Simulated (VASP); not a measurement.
H, 16 atoms in the cell. The cell holds a amorphous, 16 atoms: a = 6.214 Å, b = 6.214 Å, c = 6.214 Å, α = 90.00°, β = 90.00°, γ = 90.00°. The cell was built by a generator and needn't be a form met in nature.

```yaml
Program: VASP 6.6.1
Task: relaxation of the atoms
Functional: PBE
Dispersion: D3(BJ)
Potentials_or_basis: VASP PAW PBE potentials, release 64 (H)
Cutoff: 520 eV
k_mesh: 1 × 1 × 1
Occupations: fermi-dirac, width 0.02 eV
Spin: no spin polarisation
Dipole_correction: no
Further_INCAR_settings: LREAL = Auto; ALGO = Normal; EDIFF = 1e-06; IBRION = 2; EDIFFG = -0.3; NSW = 35
```

Potentials or basis: VASP PAW PBE potentials, release 64 (H).

Run with:

```bash
$ cat potpaw_PBE.64/H/POTCAR > POTCAR
$ mpirun -np 1 vasp_gam > vasp.out
```

Hardware: 1 thread of Intel(R) Xeon(R) 6975P-C (Granite Rapids), with other jobs on the host.

Task: Estimate the wall time of this run.

Result: Run time: 45 s on 1 thread of Intel(R) Xeon(R) 6975P-C (Granite Rapids) (shared host), peak memory 0.3 GiB. Counts: scf iterations 61, k points 1, ion steps 8.
